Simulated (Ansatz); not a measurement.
**Response of Sb to small distortions**

```
CELL_PARAMETERS angstrom
3.08334 0.00000 0.00000
0.00000 3.08334 0.00000
0.00000 0.00000 3.08334
ATOMIC_POSITIONS crystal
Sb 0.00000 0.00000 0.00000
```

Conventional cell: a = 3.083 Å, b = 3.083 Å, c = 3.083 Å, α = 90.00°, β = 90.00°, γ = 90.00°. Around Sb (atom 1) lie 6 Sb at 3.08 Å.

The cell is the one relaxed in the Materials Project (mp-133), not relaxed further here; entries there can be hypothetical.

Spin–orbit coupling is left out, though it moves levels of the heavy atoms by tenths of an eV or more.

These are results of DFT, PBEsol, PAW with Ansatz's default frozen-core files, scalar-relativistic (Ansatz 0.2.0), not measurements.

Sampling and basis: a Γ-centred 12×12×12 k mesh, Fermi–Dirac smearing of 0.05 eV, cutoff 420 eV, no spin polarisation; the PAW files were made with PBE, and the program remakes their frozen cores for this functional.

The unchanged cell is at -1.22 GPa, so energy changes include a term −P ΔV where the volume moves.

In a metal, stresses and small energies carry noise from the k mesh.

x, y and z are the Cartesian axes of the cell as listed; fractional coordinates follow a strain, and an engineering shear is twice the off-diagonal strain component.

With z strained by +2 % at fixed volume: energy change +2.4 meV/atom; stress change (xx, yy, zz, yz, xz, xy) 0.62, 0.62, -1.25, 0.00, 0.00, 0.00 GPa, compression positive.

Problem. With this change (x and y strained by +3 %, z held), what becomes of the energy and stress?

Solution. Energy change +34.3 meV/atom; stress change (xx, yy, zz, yz, xz, xy) -3.62, -3.62, -1.31, 0.00, 0.00, 0.00 GPa, compression positive.
